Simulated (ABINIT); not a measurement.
A run of ABINIT 10.8.3 (patched build):

The input run.py:

```python
import json, os
import numpy as np
from ase.units import GPa
from ase.calculators.abinit import Abinit, AbinitProfile
from ase.io import read

atoms = read('Fe.xyz')
atoms.set_initial_magnetic_moments([3.0])

profile = AbinitProfile(command='abinit', pp_paths=[os.path.abspath('pseudos')])
params = dict(
    pps='pawxml', xc='PBE',
    ecut=462.5936,
    pawecutdg=925.1871,
    kptopt=1,
    ngkpt=[13, 13, 13],
    nshiftk=1,
    shiftk=[0.0, 0.0, 0.0],
    ixc=11,
    nband=13,
    occopt=3,
    tsmear=0.05,
    nstep=100,
    tolvrs=1e-09,
    prtwf=0,
    prtden=0,
)

atoms.calc = Abinit(profile=profile, directory='run', **params)
energy = atoms.get_potential_energy()
forces = atoms.get_forces()
stress = atoms.get_stress()
print(f'energy {energy:.6f} eV')
print('forces (eV/A)')
print(np.round(forces, 5))
print('stress (GPa, Voigt, tension positive)', np.round(stress / GPa, 4))
json.dump(dict(energy=energy, forces=forces.tolist(), stress=stress.tolist(), cell=atoms.cell.tolist(), frac=atoms.get_scaled_positions(wrap=False).tolist()), open('results.json', 'w'))
```

The input Fe.xyz:

```xyz
1
Lattice="-1.4430000000 1.4430000000 1.4430000000 1.4430000000 -1.4430000000 1.4430000000 1.4430000000 1.4430000000 -1.4430000000" Properties=species:S:1:pos:R:3 pbc="T T T"
Fe     0.0000000000      0.0000000000      0.0000000000
```

Potentials or basis: JTH PAW PBE v2.0.

Run with:

```bash
$ python run.py
```

Hardware: 1 thread of Arm Neoverse V2, with other jobs on the host.

Q: Estimate the wall time of this run.

A: Run time: 19 s on 1 thread of Arm Neoverse V2, on a shared host, peak memory 0.1 GiB. Counts: scf iterations 16, k points 84, bands 13, plane waves 280.
